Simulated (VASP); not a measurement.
The system is CaO (Lime).

```
Ca O
1.0
     0.00000    2.38733    2.38733
     2.38733    0.00000    2.38733
     2.38733    2.38733    0.00000
Ca O
1 1
Direct
  0.00000 0.00000 0.00000
  0.50000 0.50000 0.50000
```

Program: VASP 6.6.1. Alike in all runs: no spin polarisation; cell as given; k mesh 10 × 10 × 10; cutoff (eV) 520; smearing gaussian 0.03 eV.

Question: Order these runs on this cell by their pressure, lowest first.
A. level LDA; potentials or basis VASP PAW LDA potentials, release 64 (Ca_sv, O)
B. level PBE; potentials or basis VASP PAW PBE potentials, release 64 (Ca_sv, O)
C. level r2SCAN; potentials or basis VASP PAW PBE potentials, release 64 (Ca_sv, O)

Answer: A (-4.2 GPa), C (2.6 GPa), B (4.6 GPa).

Caveats: the PAW data sets were made with another functional, which shifts forces and pressure a little (some runs).
